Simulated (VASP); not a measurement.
Cu:

```
Cu
1.0
    -1.43419    1.43419    1.43419
     1.43419   -1.43419    1.43419
     1.43419    1.43419   -1.43419
Cu
1
Direct
  0.00000 0.00000 0.00000
```

This isn't the form of Cu at room conditions, which is fcc.

* Program: VASP 6.6.1
* Task: relaxation of cell and atoms
* Functional: PBE
* Potentials or basis: VASP PAW PBE potentials, release 64 (Cu)
* Cutoff: 600 eV
* k mesh: 20 × 20 × 20
* Occupations: gaussian, width 0.1 eV
* Spin: no spin polarisation

At the start: pressure 3.1 GPa; volume 11.80 Å³/atom.

**Question.** Where does the relaxation end?

**Answer.** Over 3 steps the energy falls by 2.4 meV/atom and the volume is 12.06 Å³/atom (+2.2 %); space group Im-3m (No. 229, to 0.05 Å).

Step by step:
```
step  energy change (eV)  largest force (eV/Å)  pressure (GPa)  volume (Å³)
   1              0.0000                0.0000            3.10        11.80
   2             -0.0018                0.0000           -1.47        12.19
   3             -0.0024                0.0000            0.02        12.06
```

Final structure:
```
Cu
1.0
    -1.44456    1.44456    1.44456
     1.44456   -1.44456    1.44456
     1.44456    1.44456   -1.44456
Cu
1
Direct
  0.00000 0.00000 0.00000
```
